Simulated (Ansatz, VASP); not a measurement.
Two plane-wave programs on Ir

```
CELL_PARAMETERS angstrom
11.70000 0.00000 0.00000
0.00000 13.20000 0.00000
0.00000 0.00000 2.58309
ATOMIC_POSITIONS crystal
Ir 0.60623 0.50000 0.00000
Ir 0.50000 0.64315 0.50000
Ir 0.50000 0.35685 0.50000
Ir 0.39377 0.50000 0.00000
```

Alike in both runs: functional PBE; k mesh 1 × 1 × 20; occupations gaussian, width 0.05 eV; no spin polarisation.

Ansatz relaxed the structure, and its values are those at the end. VASP's run is a single point on that final structure, the one shown.

|  | VASP | Ansatz |
| --- | --- | --- |
| version | VASP 6.6.1 | Ansatz 0.2.0 |
| potentials or method | VASP PAW PBE potentials, release 64 (Ir) | scalar-relativistic, plane waves, PAW |
| plane-wave cutoff (eV) | 520 | 420 |
| valence electrons in the cell | 36 | 68 |

Ansatz gave:

- gap on the k mesh at the Fermi level (eV): none
- rms of the force components (eV/Å): 0.003

**Question.** Estimate VASP's values.

**Answer.** gap on the k mesh at the Fermi level (eV): none; rms of the force components (eV/Å): 0.052.

A gap of «none» marks a metal or a gap that the smearing closes. The two sets of potentials don't hold the same shells in valence. Ansatz warned: «xc_potential_rough_in_thin_density».

Spin-orbit coupling is left out, which matters for the levels of Ir.
